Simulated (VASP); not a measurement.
A run of VASP 6.6.1 is set up as follows.

Contents of INCAR:

```
PREC = Accurate
ENCUT = 520
EDIFF = 1E-7
ISMEAR = 0
SIGMA = 0.05
LREAL = False
LASPH = True
NELM = 100
ALGO = Normal
ISIF = 2
LWAVE = False
LCHARG = True
GGA = PS
LELF = True
LVHAR = True
NBANDS = 16
```

Contents of KPOINTS:

```
Automatic mesh
0
Gamma
  8 8 8
```

The input POSCAR:

```
AgCl
1.0
    0.0000000000      2.7731500000      2.7731500000
    2.7731500000      0.0000000000      2.7731500000
    2.7731500000      2.7731500000      0.0000000000
Ag Cl
1 1
Direct
    0.5000000000      0.5000000000      0.5000000000
    0.0405675856     -0.0405675856     -0.0405675856
```

Potentials or basis: VASP PAW PBE potentials, release 64 (Ag, Cl).

Command:

```bash
$ cat potpaw_PBE.64/Ag/POTCAR potpaw_PBE.64/Cl/POTCAR > POTCAR
$ mpirun -np 1 vasp_std > vasp.out
```

Task: What does it give for the largest force?

Result: 0.276 eV/Å.

Task: What does it give for the pressure?

Result: -1.9 GPa.

Task: What does it give for the band gap on the k mesh?

Result: 0.80 eV, indirect (least direct gap 2.30 eV).

Forces on the atoms (eV/Å):
```
Ag  -0.276  0.000  0.000
Cl   0.276  0.000  0.000
```

Caveat: the PAW data sets were made with another functional, which shifts forces and pressure a little. A k mesh can miss the band edges.
